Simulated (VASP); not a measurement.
# MgS (F-43m) in VASP: a series of runs, part 2 of 2

VASP 6.6.1. Earlier steps stand in the parts before.

### Step 5. Single point, LDA

INCAR

```
  ADDGRID = False
  ALGO = Normal
  EDIFF = 1E-6
  ENCUT = 450
  GGA = CA
  ISIF = 2
  ISMEAR = 0
  LASPH = True
  LCHARG = False
  LREAL = False
  LWAVE = False
  NELM = 100
  PREC = Accurate
  SIGMA = 0.05
```

KPOINTS

```
k-points
0
Gamma
  3 3 3
```

POSCAR

```
MgS
1.0
    0.0000000000      2.8331200468      2.8331200468
    2.8331200468      0.0000000000      2.8331200468
    2.8331200468      2.8331200468      0.0000000000
S Mg
1 1
Direct
    0.2346630000      0.2748010000      0.2357280000
   -0.0216520000      0.0237760000     -0.0317750000
```

Potentials or basis: VASP PAW LDA potentials, release 64 (S, Mg).

On the command line:

```console
$ cat potpaw_LDA.64/S/POTCAR potpaw_LDA.64/Mg/POTCAR > POTCAR
$ mpirun -np 1 vasp_std > vasp.out
```

OUTCAR:

```text
EDIFF = 1E-6
   ENCUT = 450
   GGA = CA
   ISIF = 2
   ISMEAR = 0
   LASPH = True
   LREAL = False
   NELM = 100
   PREC = Accurate

 Found     14 irreducible k-points:

 Following reciprocal coordinates:
            Coordinates               Weight
  0.000000  0.000000  0.000000      1.000000
  0.333333  0.000000  0.000000      2.000000
  0.000000  0.333333  0.000000      2.000000
  0.000000  0.000000  0.333333      2.000000
  0.333333  0.333333  0.333333      2.000000
  0.333333  0.333333  0.000000      2.000000
   k-points           NKPTS =     14   k-points in BZ     NKDIM =     14   number of bands    NBANDS=      8
   number of dos      NEDOS =    301   number of ions     NIONS =      2
   total plane-waves  NPLWV =  21952
   dimension x,y,z NGX =    28 NGY =   28 NGZ =   28
   dimension x,y,z NGXF=    56 NGYF=   56 NGZF=   56
   ions per type =               1   1
   NGX,Y,Z   is equivalent  to a cutoff of  11.62, 11.62, 11.62 a.u.
   NGXF,Y,Z  is equivalent  to a cutoff of  23.24, 23.24, 23.24 a.u.
 SYSTEM =  unknown system
   PREC   = accura    normal or accurate (medium, high low for compatibility)
   ISTART =      0    job   : 0-new  1-cont  2-samecut
   ICHARG =      2    charge: 1-file 2-atom 10-const
   ISPIN  =      1    spin polarized calculation?
   LNONCOLLINEAR =      F non collinear calculations
   LSORBIT =      F    spin-orbit coupling
   LASPH  =      T    aspherical Exc in radial PAW
   ENCUT  =  450.0 eV  33.07 Ry    5.75 a.u.   6.93  6.93  6.93*2*pi/ulx,y,z
   NELM   =    100;   NELMIN=  2; NELMDL= -5     # of ELM steps
   EDIFF  = 0.1E-05   stopping-criterion for ELM
   LREAL  =      F    real-space projection
   EDIFFG = 0.1E-04   stopping-criterion for IOM
   NSW    =      0    number of steps for IOM
   IBRION =     -1    ionic relax: 0-MD 1-quasi-New 2-CG
   NFREE  =      0    steps in history (QN), initial steepest desc. (CG)
   ISIF   =      2    stress and relaxation
   ISYM   =      2    0-nonsym 1-usesym 2-fastsym
   POTIM  = 0.5000    time-step for ionic-motion
   TEBEG  =    0.0;   TEEND  =   0.0 temperature during run
   PSTRESS=    0.0 pullay stress
   NELECT =       8.0000    total number of electrons
   NUPDOWN=      -1.0000    fix difference up-down
   EMIN   =  10.00;   EMAX   =-10.00  energy-range for DOS
   EFERMI =   0.00;   METHOD = LEGACY
   ISMEAR =     0;   SIGMA  =   0.05  broadening in eV -4-tet -1-fermi 0-gaus
   EFERMI_NEDOS =   21; number of points for ismear=-14 and -15
   IALGO  =     38    algorithm
   IMIX   =      4    mixing-type and parameters
     AMIX     =   0.40;   BMIX     =  1.00
     AMIX_MAG =   1.60;   BMIX_MAG =  1.00
  volume/ion in A,a.u.               =      22.74       153.46
  Fermi-wavevector in a.u.,A,eV,Ry     =   0.917269  1.733386 11.447692  0.841382
  Thomas-Fermi vector in A             =   2.042218
   LORBIT       =      0    0 simple, 1 ext, 2 COOP (PROOUT), +10 PAW based schemes
   GGA     = CA    functional components
   LHFCALC =     F    Hartree Fock is set to
   AEXX    =    0.0000 exact exchange contribution
   IVDW    =     0    specifies the selected vdW correction
   LEPSILON=     F    determine dielectric tensor
   LRPA    =     F    only Hartree local field effects (RPA)
 non-spin polarized calculation
 Gauss-broadening in eV      SIGMA  =   0.05
  energy-cutoff  :      450.00
  volume of cell :       45.48
 maximum number of plane-waves:      1002
   NGX = 13   NGY = 13   NGZ = 13

 number of electron       8.0000000 magnetization

 Free energy of the ion-electron system (eV)
  ---------------------------------------------------
  ext. energy  EPLUGINS =         0.00000000
  ---------------------------------------------------
  free energy    TOTEN  =        -9.25734760 eV

  energy without entropy =       -9.25734760  energy(sigma->0) =       -9.25734760

 E-fermi :   1.3121     XC(G=0):  -8.7377

 val. band max:        1.0595345971   @ k =   0.0000   0.0000   0.0000
 cond. band min:       4.0820203083   @ k =   0.0000   0.0000   0.0000
 fundamental gap:      3.0224857112
 Fermi energy:         1.3120673951

 k-point     1 :       0.0000    0.0000    0.0000
  band No.  band energies     occupation
      1     -10.2903      2.00000
      2       0.8414      2.00000
      3       0.9151      2.00000
      4       1.0595      2.00000
      5       4.0820      0.00000
      6       8.6500      0.00000
      7       8.6557      0.00000
      8       8.6768      0.00000

 k-point     2 :       0.3333    0.0000    0.0000
  band No.  band energies     occupation
      1      -9.7836      2.00000
      2      -1.6916      2.00000
      3       0.6090      2.00000
      4       0.7784      2.00000
      5       5.7855      0.00000
      6       8.5672      0.00000
      7       8.7506      0.00000
      8       8.8383      0.00000

 k-point     3 :       0.0000    0.3333    0.0000
  band No.  band energies     occupation
      1      -9.7852      2.00000
      2      -1.6730      2.00000
      3       0.5935      2.00000
      4       0.7713      2.00000
      5       5.7837      0.00000
      6       8.5539      0.00000
      7       8.7380      0.00000
      8       8.8445      0.00000

 k-point     4 :       0.0000    0.0000    0.3333
  band No.  band energies     occupation
      1      -9.7803      2.00000
      2      -1.7301      2.00000
      3       0.6519      2.00000
      4       0.7823      2.00000
      5       5.7910      0.00000
      6       8.6156      0.00000
      7       8.7557      0.00000
      8       8.8263      0.00000

 k-point     5 :       0.3333    0.3333    0.3333
  band No.  band energies     occupation
      1      -9.7929      2.00000
      2      -1.5806      2.00000
      3       0.5911      2.00000
      4       0.6611      2.00000
      5       5.7811      0.00000
      6       8.5402      0.00000
      7       8.6163      0.00000
      8       8.8765      0.00000

 k-point     6 :       0.3333    0.3333    0.0000
  band No.  band energies     occupation
      1      -9.6208      2.00000
      2      -1.4590      2.00000
      3       0.0832      2.00000
      4       0.1313      2.00000
      5       5.3135      0.00000
      6       6.7383      0.00000
      7       9.9472      0.00000
      8      11.1601      0.00000

 [... further k-points ...]

------------------------ aborting loop because EDIFF is reached ----------------------------------------

  FORCE on cell =-STRESS in cart. coord.  units (eV):
  Direction    XX          YY          ZZ          XY          YZ          ZX
  --------------------------------------------------------------------------------------
  -------------------------------------------------------------------------------------
  Total       -0.5261522     -0.5421323     -0.5051474     -0.0566001     -0.2590937     -0.3429407
  in kB      -18.5351911    -19.0981337    -17.7952386     -1.9938993     -9.1273036    -12.0810486
  external PRESSURE =     -18.4761878 kB  Pullay stress =       0.0000000 kB

 VOLUME and BASIS-vectors are now :
 -----------------------------------------------------------------------------
  energy-cutoff  :      450.00
  volume of cell :       45.48
      direct lattice vectors                 reciprocal lattice vectors
     0.000000000  2.833120047  2.833120047    -0.176483874  0.176483874  0.176483874
     2.833120047  0.000000000  2.833120047     0.176483874 -0.176483874  0.176483874
     2.833120047  2.833120047  0.000000000     0.176483874  0.176483874 -0.176483874

 POSITION                                       TOTAL-FORCE (eV/Angst)
 -----------------------------------------------------------------------------------
      1.44639      1.33267      1.44337        -0.255895     -0.339963     -0.046406
      2.81046      5.51487      2.83914         0.255895      0.339963      0.046406
 -----------------------------------------------------------------------------------
    total drift:                                0.000024      0.000063      0.000009

  FREE ENERGIE OF THE ION-ELECTRON SYSTEM (eV)
  ---------------------------------------------------
  free  energy   TOTEN  =        -9.2573475966 eV

  energy  without entropy=       -9.2573475966  energy(sigma->0) =       -9.25734760
```

It used 3.6 s of CPU time on 1 thread of Intel(R) Xeon(R) Platinum 8559C (Emerald Rapids), with other jobs on the host, which was overloaded at the time.

The run converged, but some of its settings lie outside the range that counts as converged, so its numbers aren't taken as properties of the crystal.

Results:

```
Free energy            : -9.2573 eV
Pressure               : -1.8 GPa
Largest force          : 0.428 eV/Å
Band gap on the k mesh : 3.02 eV, direct
```

Caveat: the k mesh is coarse (spacing up to 0.64 Å⁻¹), so the values aren't converged.

### Step 6. Single point, LDA

Edit INCAR of step 5 so:

```diff
@@ -3,3 +3,3 @@
   EDIFF = 1E-6
-  ENCUT = 450
+  ENCUT = 550
   GGA = CA
```

KPOINTS is that of step 5.

POSCAR

```
MgS
1.0
    0.0000000000      2.8331200468      2.8331200468
    2.8331200468      0.0000000000      2.8331200468
    2.8331200468      2.8331200468      0.0000000000
S Mg
1 1
Direct
    0.2500000000      0.2500000000      0.2500000000
    0.0000000000      0.0000000000      0.0000000000
```

Potentials or basis: VASP PAW LDA potentials, release 64 (S, Mg).

On the command line:

```console
$ cat potpaw_LDA.64/S/POTCAR potpaw_LDA.64/Mg/POTCAR > POTCAR
$ mpirun -np 1 vasp_std > vasp.out
```

OUTCAR:

```text
EDIFF = 1E-6
   ENCUT = 550
   GGA = CA
   ISIF = 2
   ISMEAR = 0
   LASPH = True
   LREAL = False
   NELM = 100
   PREC = Accurate

 Found      4 irreducible k-points:

 Following reciprocal coordinates:
            Coordinates               Weight
  0.000000  0.000000  0.000000      1.000000
  0.333333  0.000000  0.000000      8.000000
  0.333333  0.333333  0.000000      6.000000
 -0.333333  0.333333  0.000000     12.000000
[... 119 lines left out ...]
------------------------ aborting loop because EDIFF is reached ----------------------------------------

  FORCE on cell =-STRESS in cart. coord.  units (eV):
  Direction    XX          YY          ZZ          XY          YZ          ZX
  --------------------------------------------------------------------------------------
  -------------------------------------------------------------------------------------
  Total       -0.5706658     -0.5706658     -0.5706658     -0.0000000      0.0000000     -0.0000000
  in kB      -20.1033075    -20.1033075    -20.1033075     -0.0000000      0.0000000     -0.0000000
  external PRESSURE =     -20.1033075 kB  Pullay stress =       0.0000000 kB

 VOLUME and BASIS-vectors are now :
 -----------------------------------------------------------------------------
  energy-cutoff  :      550.00
  volume of cell :       45.48
      direct lattice vectors                 reciprocal lattice vectors
     0.000000000  2.833120047  2.833120047    -0.176483874  0.176483874  0.176483874
     2.833120047  0.000000000  2.833120047     0.176483874 -0.176483874  0.176483874
     2.833120047  2.833120047  0.000000000     0.176483874  0.176483874 -0.176483874

 POSITION                                       TOTAL-FORCE (eV/Angst)
 -----------------------------------------------------------------------------------
      1.41656      1.41656      1.41656         0.000000      0.000000      0.000000
      0.00000      0.00000      0.00000        -0.000000     -0.000000     -0.000000
 -----------------------------------------------------------------------------------
    total drift:                                0.000000      0.000000      0.000000

  FREE ENERGIE OF THE ION-ELECTRON SYSTEM (eV)
  ---------------------------------------------------
  free  energy   TOTEN  =        -9.2770277169 eV

  energy  without entropy=       -9.2770277169  energy(sigma->0) =       -9.27702772
```

It used 2.4 s of CPU time on 1 thread of Intel(R) Xeon(R) Platinum 8559C (Emerald Rapids), with other jobs on the host, which was overloaded at the time.

The run converged, but some of its settings lie outside the range that counts as converged, so its numbers aren't taken as properties of the crystal.

Results:

- Free energy: -9.2770 eV
- Pressure: -2.0 GPa
- Band gap on the k mesh: 3.15 eV, direct

Caveat: the k mesh is coarse (spacing up to 0.64 Å⁻¹), so the values aren't converged.
